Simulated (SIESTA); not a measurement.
Runs of SIESTA 5.4.2 on WS2 (Tungstenite). Symmetry: R3m, No. 160, trigonal system. The conventional cell has a = 3.158 Å, b = 3.158 Å, c = 18.490 Å, α = 90.00°, β = 90.00°, γ = 120.00°. W (site symmetry 3m) has 6 S at 2.39 to 2.42 Å as nearest neighbours. Around S (site symmetry 3m) lie 3 W at 2.42 Å. S (site symmetry 3m) has 3 W at 2.39 Å as nearest neighbours. Measurements of this composition are mostly on another form, of space group No. 194.

| task | level | potentials or basis | spin | cell | k mesh | broadening (eV) | window from (eV) | window to (eV) | energy points | k mesh for the DOS | energy shift | other keys | gap on the mesh (eV) | pressure (GPa) | V0 of scaled cells (Å³/atom) | B0 (GPa) | largest force (eV/Å) |
| --- | --- | --- | --- | --- | --- | --- | --- | --- | --- | --- | --- | --- | --- | --- | --- | --- | --- |
| density of states | revPBE | SPMS 1.0 NC or PseudoDojo by element (PBE files), DZP (energy shift 0.002 Ry) | off | atoms moved at random, drawn with an rms of 0.1 Å | 10 × 10 × 10 | 0.1 eV | -10 eV | 10 eV | 301 | 15 × 15 × 15 | 0.002 Ry | - | 0.99 | 6.0 | - | - | 3.82 |
| equation of state | OLYP+D4 | PseudoDojo 0.4 standard (PBE files, fully relativistic), SZP (energy shift 0.01 Ry) | non-collinear, random start, SOC | as given | 8 × 8 × 8 | - | - | - | - | - | 0.01 Ry | diag = Expert | - | - | 17.06 | (a) | - |
| equation of state | APBE | PseudoDojo 0.4 standard (PBE files), DZP (energy shift 0.002 Ry) | off | atoms moved at random | 10 × 10 × 5 | - | - | - | - | - | 0.002 Ry | - | - | - | 18.32 | 151 | - |
| band structure | BLYP+D4 | PseudoDojo 0.4 standard (PBE files, fully relativistic), DZ (energy shift 0.002 Ry) | non-collinear, ferromagnetic start, SOC | volume scaled by 0.96 | 8 × 8 × 8 | - | - | - | - | - | 0.002 Ry | - | 1.13 | 24.0 | - | - | (b) |

Alike in all rows: smearing fermi-dirac 0.05 eV; grid cutoff 800 Ry.

Task: Estimate the missing entries.

Result: (a) 188; (b) 4.20.

Caveats: the potentials were made for another functional, which shifts forces and pressure; the basis of atomic orbitals isn't converged, which shifts pressures, moduli and gaps; semicore shells carry a single zeta, which can move pressures by several GPa and volumes by a few percent (some runs); the cell was scaled at fixed shape and fractional positions, which overstates the stiffness of a crystal with free parameters, most of all of layers and chains (some runs); the valence orbitals were made in a potential fitted to the semicore shell under them, which widens gaps by tenths of an eV or more (some runs); spin-orbit coupling is left out, which moves the levels of the heavy elements (some runs); short orbitals over semicore shells can move pressures by several GPa (some runs).

A k mesh can miss the band edges, and rows without SOC leave out spin-orbit coupling on W.
